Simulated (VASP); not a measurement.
# GaSb (F-43m) in VASP: a series of runs, part 2 of 3

VASP 6.6.1. Earlier steps stand in the parts before.

**3. Single point, r2SCAN (26.23 Å³/atom)**

This run uses another cell than the first one, of 26.23 Å³/atom.

The input, POSCAR:

```
GaSb
1.0
    0.0000000000      2.9712576435      2.9712576435
    2.9712576435      0.0000000000      2.9712576435
    2.9712576435      2.9712576435      0.0000000000
Ga Sb
1 1
Direct
    0.0000000000      0.0000000000      0.0000000000
    0.2500000000      0.2500000000      0.2500000000
```

The input, INCAR.step1:

```
SYSTEM = GaSb
PREC = Accurate
ENCUT = 520
ISMEAR = 0
SIGMA = 0.02
LREAL = .FALSE.
LASPH = .TRUE.
NELM = 80
NBANDS = 16
GGA = PE
ALGO = Normal
EDIFF = 1E-4
LWAVE = .TRUE.
LCHARG = .FALSE.
```

The input, INCAR.step2:

```
SYSTEM = GaSb
PREC = Accurate
ENCUT = 520
EDIFF = 1E-7
ISMEAR = 0
SIGMA = 0.02
LREAL = .FALSE.
LASPH = .TRUE.
NELM = 80
ALGO = Normal
ISIF = 2
LWAVE = .FALSE.
LCHARG = .TRUE.
METAGGA = R2SCAN
LMIXTAU = .TRUE.
LELF = .TRUE.
LVHAR = .TRUE.
NBANDS = 16
ISTART = 1
```

The input, KPOINTS:

```
Automatic mesh
0
G
  10 10 10
  0 0 0
```

Potentials or basis: VASP PAW PBE potentials, release 64 (Ga_d, Sb).

The run is started by

```
cat potpaw_PBE.64/Ga_d/POTCAR potpaw_PBE.64/Sb/POTCAR > POTCAR
cp INCAR.step1 INCAR
mpirun -np 1 vasp_std > vasp.out
cp INCAR.step2 INCAR
mpirun -np 1 vasp_std > vasp.out
```

OUTCAR:

```text
SYSTEM = GaSb
   PREC = Accurate
   ENCUT = 520
   EDIFF = 1E-7
   ISMEAR = 0
   LREAL = .FALSE.
   LASPH = .TRUE.
   NELM = 80
   ISIF = 2
   METAGGA = R2SCAN
   ISTART = 1

 ion  position               nearest neighbor table
   1  0.000  0.000  0.000-   2 2.57   2 2.57   2 2.57   2 2.57
   2  0.250  0.250  0.250-   1 2.57   1 2.57   1 2.57   1 2.57

  LATTYP: Found a face centered cubic cell.
 ALAT       =     5.9425152870

  Lattice vectors:

 A1 = (   0.0000000000,   2.9712576435,   2.9712576435)
 A2 = (   2.9712576435,   0.0000000000,   2.9712576435)
 A3 = (   2.9712576435,   2.9712576435,   0.0000000000)

Analysis of symmetry for initial positions (statically):
=====================================================================
 Subroutine PRICEL returns:
 Original cell was already a primitive cell.

 Routine SETGRP: Setting up the symmetry group for a
 face centered cubic supercell.

 Subroutine GETGRP returns: Found 24 space group operations
 (whereof 24 operations were pure point group operations)
 out of a pool of 48 trial point group operations.

The static configuration has the point symmetry T_d .

Analysis of symmetry for dynamics (positions and initial velocities):
=====================================================================
 Subroutine PRICEL returns:
 Original cell was already a primitive cell.

 Routine SETGRP: Setting up the symmetry group for a
 face centered cubic supercell.

 Subroutine GETGRP returns: Found 24 space group operations
 (whereof 24 operations were pure point group operations)
 out of a pool of 48 trial point group operations.

The dynamic configuration has the point symmetry T_d .

 Subroutine INISYM returns: Found 24 space group operations
 (whereof 24 operations are pure point group operations),
 and found     1 'primitive' translations

----------------------------------------------------------------------------------------

[... 111 lines left out ...]
     AMIX     =   0.40;   BMIX     =  1.00
     AMIX_MAG =   1.60;   BMIX_MAG =  1.00
  volume/ion in A,a.u.               =      26.23       177.02
  Fermi-wavevector in a.u.,A,eV,Ry     =   1.146081  2.165779 17.871279  1.313502
  Thomas-Fermi vector in A             =   2.282767
   LORBIT       =      0    0 simple, 1 ext, 2 COOP (PROOUT), +10 PAW based schemes
   METAGGA = R2SCAN    functional components
   LHFCALC =     F    Hartree Fock is set to
   AEXX    =    0.0000 exact exchange contribution
   IVDW    =     0    specifies the selected vdW correction
   LEPSILON=     F    determine dielectric tensor
   LRPA    =     F    only Hartree local field effects (RPA)
 non-spin polarized calculation
 Gauss-broadening in eV      SIGMA  =   0.02
  energy-cutoff  :      520.00
  volume of cell :       52.46
 maximum number of plane-waves:      1428
   NGX = 15   NGY = 15   NGZ = 15

 number of electron      18.0000014 magnetization

 Free energy of the ion-electron system (eV)
  ---------------------------------------------------
  ext. energy  EPLUGINS =         0.00000000
  ---------------------------------------------------
  free energy    TOTEN  =       -37.50853933 eV

  energy without entropy =      -37.50853933  energy(sigma->0) =      -37.50853933

 E-fermi :   5.7643     XC(G=0): -10.1339

 val. band max:        5.6358235614   @ k =   0.0000   0.0000   0.0000
 cond. band min:       6.5311362609   @ k =   0.5000   0.0000   0.0000
 fundamental gap:      0.8953126995
 Fermi energy:         5.7642745585

 k-point     1 :       0.0000    0.0000    0.0000
  band No.  band energies     occupation
      1     -10.0593      2.00000
      2     -10.0593      2.00000
      3     -10.0592      2.00000
      4      -9.9863      2.00000
      5      -9.9863      2.00000
      6      -6.9677      2.00000
[... 433 lines left out ...]
      3     -10.0310      2.00000
      4      -9.9996      2.00000
      5      -9.9822      2.00000
      6      -5.0587      2.00000
[... 8 lines left out ...]
     15      16.7718      0.00000
     16      17.1929      0.00000

 [... further k-points ...]

------------------------ aborting loop because EDIFF is reached ----------------------------------------

  FORCE on cell =-STRESS in cart. coord.  units (eV):
  Direction    XX          YY          ZZ          XY          YZ          ZX
  --------------------------------------------------------------------------------------
  -------------------------------------------------------------------------------------
  Total        2.1054427      2.1054427      2.1054427      0.0000000      0.0000000      0.0000000
  in kB       64.2988325     64.2988325     64.2988325      0.0000000      0.0000000      0.0000000
  external PRESSURE =      64.2988325 kB  Pullay stress =       0.0000000 kB

 VOLUME and BASIS-vectors are now :
 -----------------------------------------------------------------------------
  energy-cutoff  :      520.00
  volume of cell :       52.46
      direct lattice vectors                 reciprocal lattice vectors
     0.000000000  2.971257643  2.971257643    -0.168278911  0.168278911  0.168278911
     2.971257643  0.000000000  2.971257643     0.168278911 -0.168278911  0.168278911
     2.971257643  2.971257643  0.000000000     0.168278911  0.168278911 -0.168278911

 POSITION                                       TOTAL-FORCE (eV/Angst)
 -----------------------------------------------------------------------------------
      0.00000      0.00000      0.00000         0.000000      0.000000      0.000000
      1.48563      1.48563      1.48563        -0.000000     -0.000000     -0.000000
 -----------------------------------------------------------------------------------
    total drift:                               -0.000002     -0.000002     -0.000002

  FREE ENERGIE OF THE ION-ELECTRON SYSTEM (eV)
  ---------------------------------------------------
  free  energy   TOTEN  =       -37.5085393253 eV

  energy  without entropy=      -37.5085393253  energy(sigma->0) =      -37.50853933
```

Wall time 1.8 min (1 thread of AMD EPYC 7R13 (Zen 3), shared host); peak memory 0.18 GiB.

Results:

| Item | Value |
| --- | --- |
| Free energy | -37.5085 eV |
| Pressure | 6.4 GPa |
| Band gap on the k mesh | 0.90 eV (least direct gap 1.13 eV) |

Caveat: the cell stands under pressure; the PAW data sets were made with another functional, which shifts forces and pressure a little; spin-orbit coupling is left out, which moves the levels of the heavy elements.

**4. Single point, r2SCAN**

This run uses another cell than the first one, of 28.62 Å³/atom.

The input, POSCAR:

```
GaSb
1.0
    0.0000000000      3.0590000000      3.0590000000
    3.0590000000      0.0000000000      3.0590000000
    3.0590000000      3.0590000000      0.0000000000
Ga Sb
1 1
Direct
    0.0000000000      0.0000000000      0.0000000000
    0.2500000000      0.2500000000      0.2500000000
```

The input, INCAR.step1:

```
  ALGO = Normal
  EDIFF = 1E-4
  ENCUT = 520
  GGA = PE
  ISMEAR = 0
  LASPH = T
  LCHARG = F
  LREAL = F
  LWAVE = T
  NBANDS = 16
  NELM = 60
  PREC = Accurate
  SIGMA = 0.02
```

The input, INCAR.step2:

```
  ALGO = Normal
  EDIFF = 1E-6
  ENCUT = 520
  ISIF = 2
  ISMEAR = 0
  ISTART = 1
  LASPH = T
  LCHARG = F
  LMIXTAU = T
  LREAL = F
  LWAVE = F
  METAGGA = R2SCAN
  NBANDS = 16
  NELM = 60
  PREC = Accurate
  SIGMA = 0.02
```

The input, KPOINTS:

```
k-points
0
Gamma
  10 10 10
```

Potentials or basis: VASP PAW PBE potentials, release 64 (Ga_d, Sb).

The run is started by

```
cat potpaw_PBE.64/Ga_d/POTCAR potpaw_PBE.64/Sb/POTCAR > POTCAR
cp INCAR.step1 INCAR
mpirun -np 1 vasp_std > vasp.out
cp INCAR.step2 INCAR
mpirun -np 1 vasp_std > vasp.out
```

OUTCAR:

```text
EDIFF = 1E-6
   ENCUT = 520
   ISIF = 2
   ISMEAR = 0
   ISTART = 1
   LASPH = T
   LREAL = F
   METAGGA = R2SCAN
   NELM = 60
   PREC = Accurate

 ion  position               nearest neighbor table
   1  0.000  0.000  0.000-   2 2.65   2 2.65   2 2.65   2 2.65
   2  0.250  0.250  0.250-   1 2.65   1 2.65   1 2.65   1 2.65

  LATTYP: Found a face centered cubic cell.
 ALAT       =     6.1180000000

  Lattice vectors:

 A1 = (   0.0000000000,   3.0590000000,   3.0590000000)
 A2 = (   3.0590000000,   0.0000000000,   3.0590000000)
 A3 = (   3.0590000000,   3.0590000000,   0.0000000000)

Analysis of symmetry for initial positions (statically):
=====================================================================
 Subroutine PRICEL returns:
 Original cell was already a primitive cell.

 Routine SETGRP: Setting up the symmetry group for a
 face centered cubic supercell.

 Subroutine GETGRP returns: Found 24 space group operations
 (whereof 24 operations were pure point group operations)
 out of a pool of 48 trial point group operations.

The static configuration has the point symmetry T_d .

Analysis of symmetry for dynamics (positions and initial velocities):
=====================================================================
 Subroutine PRICEL returns:
 Original cell was already a primitive cell.

 Routine SETGRP: Setting up the symmetry group for a
 face centered cubic supercell.

 Subroutine GETGRP returns: Found 24 space group operations
 (whereof 24 operations were pure point group operations)
 out of a pool of 48 trial point group operations.

The dynamic configuration has the point symmetry T_d .

 Subroutine INISYM returns: Found 24 space group operations
 (whereof 24 operations are pure point group operations),
 and found     1 'primitive' translations

----------------------------------------------------------------------------------------

                                     Primitive cell

  volume of cell :      57.2491

  direct lattice vectors                    reciprocal lattice vectors
     0.000000000  3.059000000  3.059000000    -0.163452109  0.163452109  0.163452109
     3.059000000  0.000000000  3.059000000     0.163452109 -0.163452109  0.163452109
     3.059000000  3.059000000  0.000000000     0.163452109  0.163452109 -0.163452109

  length of vectors
     4.326079287  4.326079287  4.326079287     0.283107357  0.283107357  0.283107357

  position of ions in fractional coordinates (direct lattice)
     0.000000000  0.000000000  0.000000000
     0.250000000  0.250000000  0.250000000

  ion indices of the primitive-cell ions
   primitive index   ion index
                 1           1
                 2           2

----------------------------------------------------------------------------------------

 KPOINTS: k-points

Automatic generation of k-mesh.
 Grid dimensions read from file:
 generate k-points for:   10   10   10

 Generating k-lattice:

  Cartesian coordinates                     Fractional coordinates (reciprocal lattice)
    -0.016345211  0.016345211  0.016345211     0.100000000  0.000000000  0.000000000
     0.016345211 -0.016345211  0.016345211     0.000000000  0.100000000  0.000000000
     0.016345211  0.016345211 -0.016345211     0.000000000  0.000000000  0.100000000

  Length of vectors
     0.028310736  0.028310736  0.028310736

  Shift w.r.t. Gamma in fractional coordinates (k-lattice)
     0.000000000  0.000000000  0.000000000

 Subroutine IBZKPT returns following result:
 ===========================================

 Found     47 irreducible k-points:

 Following reciprocal coordinates:
            Coordinates               Weight
  0.000000  0.000000  0.000000      1.000000
  0.100000  0.000000  0.000000      8.000000
  0.200000  0.000000  0.000000      8.000000
  0.300000  0.000000  0.000000      8.000000
  0.400000  0.000000  0.000000      8.000000
  0.500000  0.000000  0.000000      4.000000
[... 16 lines left out ...]
  0.300000  0.300000  0.000000      6.000000
  0.400000  0.300000  0.000000     24.000000
 [... further k-points ...]
   k-points           NKPTS =     47   k-points in BZ     NKDIM =     47   number of bands    NBANDS=     16
   number of dos      NEDOS =    301   number of ions     NIONS =      2
   total plane-waves  NPLWV =  32768
   dimension x,y,z NGX =    32 NGY =   32 NGZ =   32
   dimension x,y,z NGXF=    64 NGYF=   64 NGZF=   64
   ions per type =               1   1
   NGX,Y,Z   is equivalent  to a cutoff of  12.30, 12.30, 12.30 a.u.
   NGXF,Y,Z  is equivalent  to a cutoff of  24.59, 24.59, 24.59 a.u.
 SYSTEM =  unknown system
   PREC   = accura    normal or accurate (medium, high low for compatibility)
   ISTART =      1    job   : 0-new  1-cont  2-samecut
   ICHARG =      0    charge: 1-file 2-atom 10-const
   ISPIN  =      1    spin polarized calculation?
   LNONCOLLINEAR =      F non collinear calculations
   LSORBIT =      F    spin-orbit coupling
   LASPH  =      T    aspherical Exc in radial PAW
   ENCUT  =  520.0 eV  38.22 Ry    6.18 a.u.   8.04  8.04  8.04*2*pi/ulx,y,z
   NELM   =     60;   NELMIN=  2; NELMDL=  0     # of ELM steps
   EDIFF  = 0.1E-05   stopping-criterion for ELM
   LREAL  =      F    real-space projection
   EDIFFG = 0.1E-04   stopping-criterion for IOM
   NSW    =      0    number of steps for IOM
   IBRION =     -1    ionic relax: 0-MD 1-quasi-New 2-CG
   NFREE  =      0    steps in history (QN), initial steepest desc. (CG)
   ISIF   =      2    stress and relaxation
   ISYM   =      2    0-nonsym 1-usesym 2-fastsym
   POTIM  = 0.5000    time-step for ionic-motion
   TEBEG  =    0.0;   TEEND  =   0.0 temperature during run
   PSTRESS=    0.0 pullay stress
   NELECT =      18.0000    total number of electrons
   NUPDOWN=      -1.0000    fix difference up-down
   EMIN   =  10.00;   EMAX   =-10.00  energy-range for DOS
   EFERMI =   0.00;   METHOD = LEGACY
   ISMEAR =     0;   SIGMA  =   0.02  broadening in eV -4-tet -1-fermi 0-gaus
   EFERMI_NEDOS =   21; number of points for ismear=-14 and -15
   IALGO  =     38    algorithm
   IMIX   =      4    mixing-type and parameters
     AMIX     =   0.40;   BMIX     =  1.00
     AMIX_MAG =   1.60;   BMIX_MAG =  1.00
  volume/ion in A,a.u.               =      28.62       193.17
  Fermi-wavevector in a.u.,A,eV,Ry     =   1.113208  2.103657 16.860766  1.239231
  Thomas-Fermi vector in A             =   2.249790
   LORBIT       =      0    0 simple, 1 ext, 2 COOP (PROOUT), +10 PAW based schemes
   METAGGA = R2SCAN    functional components
   LHFCALC =     F    Hartree Fock is set to
   AEXX    =    0.0000 exact exchange contribution
   IVDW    =     0    specifies the selected vdW correction
   LEPSILON=     F    determine dielectric tensor
   LRPA    =     F    only Hartree local field effects (RPA)
 non-spin polarized calculation
 Gauss-broadening in eV      SIGMA  =   0.02
  energy-cutoff  :      520.00
  volume of cell :       57.25
 maximum number of plane-waves:      1572
   NGX = 17   NGY = 17   NGZ = 17

 number of electron      17.9999986 magnetization

 Free energy of the ion-electron system (eV)
  ---------------------------------------------------
  ext. energy  EPLUGINS =         0.00000000
  ---------------------------------------------------
  free energy    TOTEN  =       -37.60424855 eV

  energy without entropy =      -37.60424855  energy(sigma->0) =      -37.60424855

 E-fermi :   4.8299     XC(G=0):  -9.7219

 val. band max:        4.6845503533   @ k =   0.0000   0.0000   0.0000
 cond. band min:       5.1338833913   @ k =   0.0000   0.0000   0.0000
 fundamental gap:      0.4493330380
 Fermi energy:         4.8299119494

 k-point     1 :       0.0000    0.0000    0.0000
  band No.  band energies     occupation
      1     -10.8109      2.00000
      2     -10.8109      2.00000
      3     -10.8109      2.00000
      4     -10.7539      2.00000
      5     -10.7539      2.00000
      6      -7.2475      2.00000
[... 8 lines left out ...]
     15      13.7043      0.00000
     16      13.7043      0.00000
[... 419 lines left out ...]
 k-point    24 :       0.4000    0.3000    0.0000
  band No.  band energies     occupation
      1     -10.8498      2.00000
      2     -10.7907      2.00000
      3     -10.7902      2.00000
      4     -10.7629      2.00000
      5     -10.7505      2.00000
      6      -5.5448      2.00000
[... 8 lines left out ...]
     15      15.5596      0.00000
     16      15.7854      0.00000

 [... further k-points ...]

------------------------ aborting loop because EDIFF is reached ----------------------------------------

  FORCE on cell =-STRESS in cart. coord.  units (eV):
  Direction    XX          YY          ZZ          XY          YZ          ZX
  --------------------------------------------------------------------------------------
  -------------------------------------------------------------------------------------
  Total        0.1683234      0.1683234      0.1683234      0.0000000      0.0000000     -0.0000000
  in kB        4.7107126      4.7107126      4.7107126      0.0000000      0.0000000     -0.0000000
  external PRESSURE =       4.7107126 kB  Pullay stress =       0.0000000 kB

 VOLUME and BASIS-vectors are now :
 -----------------------------------------------------------------------------
  energy-cutoff  :      520.00
  volume of cell :       57.25
      direct lattice vectors                 reciprocal lattice vectors
     0.000000000  3.059000000  3.059000000    -0.163452109  0.163452109  0.163452109
     3.059000000  0.000000000  3.059000000     0.163452109 -0.163452109  0.163452109
     3.059000000  3.059000000  0.000000000     0.163452109  0.163452109 -0.163452109

 POSITION                                       TOTAL-FORCE (eV/Angst)
 -----------------------------------------------------------------------------------
      0.00000      0.00000      0.00000         0.000000      0.000000      0.000000
      1.52950      1.52950      1.52950        -0.000000     -0.000000     -0.000000
 -----------------------------------------------------------------------------------
    total drift:                               -0.000002     -0.000002     -0.000002

  FREE ENERGIE OF THE ION-ELECTRON SYSTEM (eV)
  ---------------------------------------------------
  free  energy   TOTEN  =       -37.6042485533 eV

  energy  without entropy=      -37.6042485533  energy(sigma->0) =      -37.60424855
```

It took 91 s on 1 thread of AMD EPYC 7R13 (Zen 3), shared host; peak memory 0.18 GiB.

Results:

| Quantity | Value |
| --- | --- |
| Free energy | -37.6042 eV |
| Pressure | 0.5 GPa |
| Band gap on the k mesh | 0.45 eV |

Levels at points of the mesh, in eV from the valence-band top:
```tsv
k point	band 7	band 8	band 9	band 10	band 11	band 12
(0.00, 0.00, 0.00)	0.00	0.00	0.00	0.45	2.98	2.98
(0.50, 0.00, 0.00)	-6.58	-1.21	-1.21	0.68	4.01	4.01
(0.50, 0.50, 0.00)	-7.05	-2.70	-2.70	1.12	1.48	9.26
```

Caveat: semilocal functionals underestimate gaps, and a narrow one can read as zero; the PAW data sets were made with another functional, which shifts forces and pressure a little; spin-orbit coupling is left out, which moves the levels of the heavy elements.

(Part 2 of 3 ends here.)

The gap in the log of VASP goes by the Fermi energy; the results here count the filled bands.